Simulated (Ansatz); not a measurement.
Method: DFT PBE, scalar-relativistic, plane waves, PAW in Ansatz. Settings: cutoff 420 eV, Γ-centred meshes spaced at most about 0.3 Å⁻¹, and about 0.25 Å⁻¹ or finer for metals (2π included), Gaussian smearing. No spin polarisation.

These are static total energies at zero pressure.

Two relaxed structures of Cs₃Cl₂:

A.

```xyz
5
Lattice="6.1546 0.0000 0.0000 -3.0773 5.3300 0.0000 0.0000 0.0000 7.1805" Properties=species:S:1:pos:R:3 pbc="T T T"
Cs    0.0000    0.0000    0.0000
Cs    0.0000    3.5533    4.8553
Cs    3.0773    1.7767    2.3252
Cl    0.0000    3.5533    1.2206
Cl    3.0773    1.7767    5.9600
```

B.

```xyz
5
Lattice="6.7880 0.0000 0.0000 0.0000 6.7880 0.0000 0.0000 0.0000 6.7880" Properties=species:S:1:pos:R:3 pbc="T T T"
Cs    0.0000    3.3940    3.3940
Cs    3.3940    0.0000    3.3940
Cs    3.3940    3.3940    0.0000
Cl    0.0000    0.0000    0.0000
Cl    3.3940    3.3940    3.3940
```

Task: Which would you expect to be lower, and how large is the difference?

Result: A is lower, by 170 meV/atom. A has space group P-3m1 (No. 164), 47.1 Å³/atom and no gap on its mesh; B has space group Pm-3m (No. 221), 62.6 Å³/atom and no gap. Counting Cl atoms around Cs (those within 1.25 times the shortest such distance or 1.15 times the sum of covalent radii; a slash parts the counts of unlike sites), A has Cs 5/6 and B has Cs 2. The denser one is the lower, and pressure would at first widen the difference. In A, Cs on a site of symmetry -3m has 6 Cl at 3.76 Å and 6 Cs at 4.25 Å; Cs on a site of symmetry 3m has 5 Cl at 3.55–3.72 Å and 6 Cs at 4.25–4.36 Å; Cl is surrounded by 8 Cs at 3.55–3.76 Å and 3 Cl at 4.31 Å. In B, around Cs lie 2 Cl at 3.39 Å, 4 Cl at 4.80 Å and 8 Cs at 4.80 Å; Cl on its first site is surrounded by 12 Cs at 4.80 Å; Cl on its second site has 6 Cs at 3.39 Å. Both come from invented guesses. The lowest form computed isn't among them: it has the anti-tetradymite type, space group R-3m (No. 166), 57.4 Å³/atom and lies 109 meV/atom below the best shown.

In P-3m1, Pm-3m an odd number of electrons in the primitive cell allows no gap without spin; a larger cell or a magnetic state could open one. A magnetic state wasn't ruled out in cells without spin, among them P-3m1, Pm-3m. Cells relaxed within their symmetry can be saddle points. Some types were kept out of the candidates beforehand, so the set may lack a known form.
